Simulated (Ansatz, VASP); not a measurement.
# One calculation of MoH3, two programs

```
H Mo
1.0
     2.90410    0.00000    0.00000
     0.00000    2.90410    0.00000
     0.00000    0.00000    2.91251
H Mo
3 1
Direct
  0.00000 0.50000 0.50000
  0.50000 0.00000 0.50000
  0.50000 0.50000 0.00000
  0.00000 0.00000 0.00000
```

Change from the starting cell: species swapped into the Ti3Ag type (P4/mmm, No. 123).

Alike in both runs: functional PBE; k mesh 6 × 6 × 6; occupations gaussian, width 0.1 eV; no spin polarisation.

Ansatz relaxed the structure, and its values are those at the end. VASP's run is a single point on that final structure, the one shown.

|  | VASP | Ansatz |
| --- | --- | --- |
| version | VASP 6.6.1 | Ansatz 0.2.0 |
| potentials or method | VASP PAW PBE potentials, release 64 (H, Mo_sv) | scalar-relativistic, plane waves, PAW |
| plane-wave cutoff (eV) | 520 | 420 |
| valence electrons in the cell | 17 | 17 |

```tsv
	VASP	Ansatz	Ansatz less VASP
gap on the k mesh at the Fermi level (eV)	none	none	-
pressure (GPa)	0.0	-0.1	-0.06
```

A gap of «none» marks a metal or a gap that the smearing closes. The functional is the same, so the differences come from potentials, cutoffs and numerics.

Caveats: the k mesh is coarse (spacing up to 0.36 Å⁻¹), so the values aren't converged.
